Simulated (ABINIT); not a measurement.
# BN (F-43m) in ABINIT: settings compared, part 2 of 2

ABINIT 10.8.3 (patched build).

## Step 4: Band structure, PBEsol

run.abi

```
ndtset 2

pp_dirpath "./"
pseudos "N.GGA_PBE-JTH.xml, B.GGA_PBE-JTH.xml"

acell 3*1.0
rprim
     0.0000000000     3.4260753537     3.4260753537
     3.4260753537     0.0000000000     3.4260753537
     3.4260753537     3.4260753537     0.0000000000
ntypat 2
znucl 7 5
natom 2
typat 1 2
xcart
     0.9065005000     0.9065005000     0.9065005000
     0.0000000000     0.0000000000     0.0000000000 Angstrom

ecut 843.552974 eV
pawecutdg 53.0
pawxcdev 0

ixc -116133

occopt 3
tsmear 0.05 eV

nstep 100

iomode 3
prtwf 0
prteig 0
prtebands 0
enunit 1
prtden1 1

kptopt1 1
ngkpt1 13 13 13
nshiftk1 1
shiftk1 0.0 0.0 0.0
nband1 8
tolvrs1 1.0e-9

iscf2 -2
getden2 1
nband2 14
nbdbuf2 4
tolwfr2 1.0e-11
kptopt2 -9
ndivsm2 8
prteig2 1
kptbounds2
     0.0000000000     0.0000000000     0.0000000000
     0.5000000000     0.0000000000     0.5000000000
     0.5000000000     0.2500000000     0.7500000000
     0.3750000000     0.3750000000     0.7500000000
     0.0000000000     0.0000000000     0.0000000000
     0.5000000000     0.5000000000     0.5000000000
     0.6250000000     0.2500000000     0.6250000000
     0.5000000000     0.2500000000     0.7500000000
     0.5000000000     0.5000000000     0.5000000000
     0.3750000000     0.3750000000     0.7500000000
```

Potentials or basis: JTH PAW PBE v2.0.

Command:

```console
$ abinit run.abi > log 2>&1
```

run.abo:

```text
.Version 10.8.3 of ABINIT
 DATASET    1 : space group F-4 3 m (#216); Bravais cF (face-center cubic)
================================================================================
 Values of the parameters that define the memory need for DATASET  1.
     intxc =       0    ionmov =       0      iscf =      17    lmnmax =       8
     lnmax =       4     mgfft =      27  mpssoang =       2    mqgrid =    3001
     natom =       2  nloc_mem =       2    nspden =       1   nspinor =       1
    nsppol =       1      nsym =      24    n1xccc =       1    ntypat =       2
    occopt =       3   xclevel =       2
       mpw =         676          nfft =       19683          nkpt =          84
 PAW method is used; the additional fine FFT grid is defined by:
   mgfftf=        32    nfftf =     32768
================================================================================
================================================================================

 DATASET    2 : space group F-4 3 m (#216); Bravais cF (face-center cubic)
[... 1601 lines left out ...]
 kpt# 139, nband= 14, wtk=  1.00000, kpt=  0.3750  0.3750  0.7500 (reduced coord)
  -5.96237    0.39391    0.82724    4.44241   15.23140   21.18545   24.17105   25.01135
  26.91274   34.85416   35.43292   43.39522   48.03126   50.53351

== END DATASET(S) ==============================================================
================================================================================

 -outvars: echo values of variables after computation  --------
            acell      1.0000000000E+00  1.0000000000E+00  1.0000000000E+00 Bohr
           etotal1    -1.2943874711E+01
            fcart1    -1.9648175720E-29 -1.9648175720E-29  5.8944527159E-29
                       1.9648175720E-29  1.9648175720E-29 -5.8944527159E-29
            rprim      0.0000000000E+00  3.4260753537E+00  3.4260753537E+00
                       3.4260753537E+00  0.0000000000E+00  3.4260753537E+00
                       3.4260753537E+00  3.4260753537E+00  0.0000000000E+00
           strten1     2.1003291809E-04  2.1003291809E-04  2.1003291809E-04
                       0.0000000000E+00  0.0000000000E+00  0.0000000000E+00
           xangst      9.0650050000E-01  9.0650050000E-01  9.0650050000E-01
                       6.0774285567E-10  6.0774285567E-10  6.0774285567E-10
             xred      2.5000000017E-01  2.5000000017E-01  2.5000000017E-01
                       1.6760687283E-10  1.6760687283E-10  1.6760687283E-10
 Calculation completed.
```

It took 33 s on 1 thread of Arm Neoverse V1, shared host; peak memory 0.1 GiB.

What came out:

```yaml
Free_energy: -352.2208 eV
Pressure: -6.2 GPa
Band_gap_on_the_k_mesh: 4.34 eV, indirect (least direct gap 8.70 eV)
Band_gap_along_the_path: 4.26 eV, indirect (least direct gap 8.70 eV)
Valence_electrons_inside_the_program's_atomic_spheres: N 2.70; B 2.04
```

Levels at the corners of the path, in eV from the valence-band top:
| point | band 1 | band 2 | band 3 | band 4 | band 5 | band 6 | band 7 | band 8 | band 9 |
| --- | --- | --- | --- | --- | --- | --- | --- | --- | --- |
| Γ | -20.16 | 0.00 | 0.00 | 0.00 | 8.70 | 8.70 | 8.70 | 10.10 | 24.32 |
| X | -14.57 | -8.92 | -4.90 | -4.90 | 4.26 | 9.02 | 17.73 | 17.73 | 20.46 |
| W | -14.25 | -7.57 | -6.99 | -6.53 | 9.40 | 13.14 | 14.26 | 14.49 | 19.04 |
| K | -14.48 | -8.12 | -7.69 | -4.07 | 6.71 | 12.67 | 15.65 | 16.49 | 18.40 |
| Γ | -20.16 | 0.00 | 0.00 | 0.00 | 8.70 | 8.70 | 8.70 | 10.10 | 24.32 |
| L | -15.94 | -10.71 | -1.94 | -1.94 | 9.96 | 10.56 | 10.56 | 14.98 | 23.04 |
| U | -14.48 | -8.12 | -7.69 | -4.07 | 6.71 | 12.67 | 15.65 | 16.49 | 18.40 |
| W | -14.25 | -7.57 | -6.99 | -6.53 | 9.40 | 13.14 | 14.26 | 14.49 | 19.04 |
| L | -15.94 | -10.71 | -1.94 | -1.94 | 9.96 | 10.56 | 10.56 | 14.98 | 23.04 |
| K | -14.48 | -8.12 | -7.69 | -4.07 | 6.71 | 12.67 | 15.65 | 16.49 | 18.40 |

Caveat: the PAW data sets were made with another functional, which shifts forces and pressure a little.

## Step 5: Band structure, RPBE

Edit run.abi of step 4 so:

```diff
@@ -22,3 +22,3 @@
 
-ixc -116133
+ixc 15
```

Potentials or basis: JTH PAW PBE v2.0.

Command:

```console
$ abinit run.abi > log 2>&1
```

run.abo:

```text
.Version 10.8.3 of ABINIT
 DATASET    1 : space group F-4 3 m (#216); Bravais cF (face-center cubic)
================================================================================
 Values of the parameters that define the memory need for DATASET  1.
     intxc =       0    ionmov =       0      iscf =      17    lmnmax =       8
     lnmax =       4     mgfft =      27  mpssoang =       2    mqgrid =    3001
     natom =       2  nloc_mem =       2    nspden =       1   nspinor =       1
    nsppol =       1      nsym =      24    n1xccc =       1    ntypat =       2
    occopt =       3   xclevel =       2
       mpw =         676          nfft =       19683          nkpt =          84
 PAW method is used; the additional fine FFT grid is defined by:
   mgfftf=        32    nfftf =     32768
================================================================================
================================================================================

 DATASET    2 : space group F-4 3 m (#216); Bravais cF (face-center cubic)
================================================================================
 Values of the parameters that define the memory need for DATASET  2.
     intxc =       0    ionmov =       0      iscf =      -2    lmnmax =       8
     lnmax =       4     mgfft =      27  mpssoang =       2    mqgrid =    3001
     natom =       2  nloc_mem =       2    nspden =       1   nspinor =       1
    nsppol =       1      nsym =      24    n1xccc =       1    ntypat =       2
    occopt =       3   xclevel =       2
       mpw =         684          nfft =       19683          nkpt =         139
 PAW method is used; the additional fine FFT grid is defined by:
   mgfftf=        32    nfftf =     32768
================================================================================
================================================================================

--------------------------------------------------------------------------------
------------- Echo of variables that govern the present computation ------------
--------------------------------------------------------------------------------
 -outvars: echo values of preprocessed input variables --------
            acell      1.0000000000E+00  1.0000000000E+00  1.0000000000E+00 Bohr
              amu      1.40067400E+01  1.08110000E+01
             ecut      3.10000000E+01 Hartree
           enunit           1
           getden1          0
           getden2          1
             iscf1         17
             iscf2         -2
                       outvar_i_n : Printing only first  50 k-points.
              ixc          15
           jdtset        1    2
                       outvar_i_n : Printing only first  50 k-points.
           kptopt1          1
           kptopt2         -9
         kptrlatt       13    0    0      0   13    0      0    0   13
          kptrlen1     6.29876290E+01
          kptrlen2     3.00000000E+01
            natom           2
            nband1          8
            nband2         14
           nbdbuf1          0
           nbdbuf2          4
           ndtset           2
           ndivsm1          0
           ndivsm2          8
            ngfft          27      27      27
          ngfftdg          32      32      32
             nkpt1         84
             nkpt2        139
            nstep         100
             nsym          24
           ntypat           2
                       prtocc : prtvol=0, do not print more k-points.
           occopt           3
        pawecutdg      5.30000000E+01 Hartree
         pawxcdev           0
        prtebands           0
           prteig1          0
[... 1088 lines left out ...]
  1.7748E+00  1.8535E+00
 Non-SCF case, kpt  139 (  0.37500  0.37500  0.75000), residuals and eigenvalues=
  2.19E-12  6.11E-13  1.07E-12  2.79E-12  6.89E-12  9.35E-13  2.09E-12  3.50E-12
  3.40E-12  1.09E-12  5.33E-13  3.05E-10  2.44E-07  1.58E-04
 -2.1856E-01  2.0194E-02  3.9890E-02  1.7001E-01  5.7247E-01  7.8946E-01
  8.9875E-01  9.2958E-01  1.0046E+00  1.2968E+00  1.3147E+00  1.6135E+00
  1.7737E+00  1.8706E+00

--- !ResultsGS
iteration_state: {dtset: 2, }
comment   : Summary of ground state results
lattice_vectors:
- [  0.0000000,   3.4260754,   3.4260754, ]
- [  3.4260754,   0.0000000,   3.4260754, ]
- [  3.4260754,   3.4260754,   0.0000000, ]
lattice_lengths: [   4.84520,    4.84520,    4.84520, ]
lattice_angles: [ 60.000,  60.000,  60.000, ] # degrees, (23, 13, 12)
lattice_volume:   8.0430492E+01
convergence: {deltae:  0.000E+00, res2:  0.000E+00, residm:  9.994E-12, diffor:  0.000E+00, }
etotal    :  -1.29517134E+01
entropy   :   0.00000000E+00
fermie    :   3.67256032E-01
cartesian_stress_tensor: null
pressure_GPa: null
xred      :
- [  2.5000E-01,   2.5000E-01,   2.5000E-01,  N]
- [  1.6761E-10,   1.6761E-10,   1.6761E-10,  B]
cartesian_forces: null
force_length_stats: {min: null, max: null, mean: null, }
...

 Integrated electronic density in atomic spheres:
 ------------------------------------------------
 Atom  Sphere_radius  Integrated_density
    1        1.20497          2.71575785
    2        1.70617          2.04339513

================================================================================

 ----iterations are completed or convergence reached----

 Mean square residual over all n,k,spin=   35.443E-13; max=  99.937E-13
 reduced coordinates (array xred) for    2 atoms
       0.250000000168      0.250000000168      0.250000000168
       0.000000000168      0.000000000168      0.000000000168

 cartesian coordinates (angstrom) at end:
    1      0.90650050000000     0.90650050000000     0.90650050000000
    2      0.00000000060774     0.00000000060774     0.00000000060774
 length scales=  1.000000000000  1.000000000000  1.000000000000 bohr
              =  0.529177210544  0.529177210544  0.529177210544 angstroms
 Eigenvalues (   eV  ) for nkpt= 139  k points:
 kpt#   1, nband= 14, wtk=  1.00000, kpt=  0.0000  0.0000  0.0000 (reduced coord)
 -11.53624    8.66879    8.66879    8.66879   17.48475   17.48475   17.48475   18.84367
  33.35950   36.28714   36.28714   36.99439   36.99439   36.99439
 kpt#   2, nband= 14, wtk=  1.00000, kpt=  0.0217  0.0000  0.0217 (reduced coord)
 -11.52099    8.62545    8.62834    8.62834   17.45502   17.53815   17.53815   18.89658
  33.33778   35.39641   36.30853   37.03497   37.03497   37.88232
 kpt#   3, nband= 14, wtk=  1.00000, kpt=  0.0435  0.0000  0.0435 (reduced coord)
 -11.47528    8.49774    8.51040    8.51040   17.37373   17.69486   17.69486   19.04415
  33.14080   34.43768   36.37270   37.15656   37.15656   38.94751
 kpt#   4, nband= 14, wtk=  1.00000, kpt=  0.0652  0.0000  0.0652 (reduced coord)
 -11.39925    8.29206    8.32422    8.32422   17.25552   17.94536   17.94536   19.26217
  32.38690   34.09496   36.47965   37.35877   37.35877   39.85661
 kpt#   5, nband= 14, wtk=  1.00000, kpt=  0.0870  0.0000  0.0870 (reduced coord)
 -11.29309    8.01771    8.08276    8.08276   17.11097   18.27650   18.27650   19.52506
  31.32687   34.15356   36.62937   37.64090   37.64090   40.57591
 kpt#   6, nband= 14, wtk=  1.00000, kpt=  0.1087  0.0000  0.1087 (reduced coord)
 -11.15713    7.68470    7.79971    7.79971   16.94537   18.67399   18.67399   19.80757
[... 386 lines left out ...]
  -6.38954   -0.46282    2.53308    5.23988   16.57592   22.60930   22.91746   24.06507
  27.68521   34.62298   35.32485   41.72129   47.46005   50.13266
 kpt# 136, nband= 14, wtk=  1.00000, kpt=  0.4018  0.4018  0.6964 (reduced coord)
  -6.23976   -0.16764    2.00938    5.05915   16.29170   22.57937   23.38473   24.32006
  27.39390   34.75852   35.33274   42.60456   47.85971   50.07611
 kpt# 137, nband= 14, wtk=  1.00000, kpt=  0.3929  0.3929  0.7143 (reduced coord)
  -6.10698    0.14131    1.54112    4.89468   16.02984   22.29953   23.80554   24.71347
  27.22047   34.99200   35.32912   43.30865   48.15025   50.13440
 kpt# 138, nband= 14, wtk=  1.00000, kpt=  0.3839  0.3839  0.7321 (reduced coord)
  -6.00446    0.43517    1.17287    4.74953   15.79162   21.91028   24.16594   25.07339
  27.19231   35.31374   35.33017   43.74661   48.29571   50.43540
 kpt# 139, nband= 14, wtk=  1.00000, kpt=  0.3750  0.3750  0.7500 (reduced coord)
  -5.94736    0.54951    1.08546    4.62622   15.57772   21.48222   24.45631   25.29504
  27.33637   35.28873   35.77363   43.90650   48.26509   50.90201

== END DATASET(S) ==============================================================
================================================================================

 -outvars: echo values of variables after computation  --------
            acell      1.0000000000E+00  1.0000000000E+00  1.0000000000E+00 Bohr
           etotal1    -1.2951713365E+01
            fcart1    -0.0000000000E+00 -0.0000000000E+00 -0.0000000000E+00
                      -0.0000000000E+00 -0.0000000000E+00 -0.0000000000E+00
            rprim      0.0000000000E+00  3.4260753537E+00  3.4260753537E+00
                       3.4260753537E+00  0.0000000000E+00  3.4260753537E+00
                       3.4260753537E+00  3.4260753537E+00  0.0000000000E+00
           strten1    -1.7293093560E-04 -1.7293093560E-04 -1.7293093560E-04
                       0.0000000000E+00  0.0000000000E+00  0.0000000000E+00
           xangst      9.0650050000E-01  9.0650050000E-01  9.0650050000E-01
                       6.0774285567E-10  6.0774285567E-10  6.0774285567E-10
             xred      2.5000000017E-01  2.5000000017E-01  2.5000000017E-01
                       1.6760687283E-10  1.6760687283E-10  1.6760687283E-10
 Calculation completed.
```

Run time: 30 s. Hardware: 1 thread of Arm Neoverse V1, shared host; peak memory 0.11 GiB.

Results:

- Free energy: -352.4341 eV
- Pressure: 5.1 GPa
- Band gap on the k mesh: 4.55 eV, indirect (least direct gap 8.82 eV)
- Band gap along the path: 4.47 eV, indirect (least direct gap 8.82 eV)
- Valence electrons inside the program's atomic spheres: N 2.72; B 2.04

Levels at the corners of the path, in eV from the valence-band top:
```
point  band 1  band 2  band 3  band 4  band 5  band 6  band 7  band 8
    Γ  -20.20    0.00    0.00    0.00    8.82    8.82    8.82   10.17
    X  -14.69   -8.89   -4.86   -4.86    4.47    9.18   17.89   17.89
    W  -14.40   -7.60   -6.89   -6.44    9.61   13.24   14.51   14.54
    K  -14.62   -8.12   -7.58   -4.04    6.91   12.81   15.79   16.63
    Γ  -20.20    0.00    0.00    0.00    8.82    8.82    8.82   10.17
    L  -16.05  -10.62   -1.92   -1.92   10.00   10.70   10.70   15.26
    U  -14.62   -8.12   -7.58   -4.04    6.91   12.81   15.79   16.63
    W  -14.40   -7.60   -6.89   -6.44    9.61   13.24   14.51   14.54
    L  -16.05  -10.62   -1.92   -1.92   10.00   10.70   10.70   15.26
    K  -14.62   -8.12   -7.58   -4.04    6.91   12.81   15.79   16.63
```

Caveat: the PAW data sets were made with another functional, which shifts forces and pressure a little.

## Step 6: Overview

```tsv
level	gap on the mesh (eV)	pressure (GPa)
PBE	4.52	-0.6
LDA	4.41	-13.6
PBEsol	4.34	-6.2
RPBE	4.55	5.1
```

Alike in all rows: task band structure; potentials or basis JTH PAW PBE v2.0; no spin polarisation; cell as given; k mesh 13 × 13 × 13; cutoff (eV) 844; smearing fermi-dirac 0.05 eV.

On the cell as given the gap runs from 4.26 eV (PBEsol) to 4.47 eV (RPBE). The pressure there spans -13.6 GPa (LDA) to 5.1 GPa (RPBE); a positive pressure means that this level wants a larger cell, a negative one a smaller.

Caveats: the PAW data sets were made with another functional, which shifts forces and pressure a little (some runs).

Absolute energies hang on the potentials; compare differences alone.

## Step 7: Against experiment

Step 2. Measured gap of BN: 6.4 eV (indirect; 300 K; a printed reference work, monograph). This calculation gives 4.44 eV (-1.96 eV). The value is that of PBE, without temperature or zero-point motion. Semilocal functionals fall short of measured gaps as a rule. The cell is a database's relaxed one, not the measured one, which moves gaps too.

Step 3. A measured gap of BN is 6.4 eV (indirect; 300 K; a printed reference work, monograph); the calculated 4.34 eV misses it by -2.06 eV. The value is that of LDA, without temperature or zero-point motion. Semilocal functionals fall short of measured gaps as a rule. The cell is a database's relaxed one, not the measured one, which moves gaps too.

Step 4. A measured gap of BN is 6.4 eV (indirect; 300 K; a printed reference work, monograph); the calculated 4.26 eV misses it by -2.14 eV. The value is that of PBEsol, without temperature or zero-point motion. Semilocal functionals fall short of measured gaps as a rule. The cell is a database's relaxed one, not the measured one, which moves gaps too.

Step 5. Measured gap of BN: 6.4 eV (indirect; 300 K; a printed reference work, monograph). This calculation gives 4.47 eV (-1.93 eV). The value is that of RPBE, without temperature or zero-point motion. Semilocal functionals fall short of measured gaps as a rule. The cell is a database's relaxed one, not the measured one, which moves gaps too.
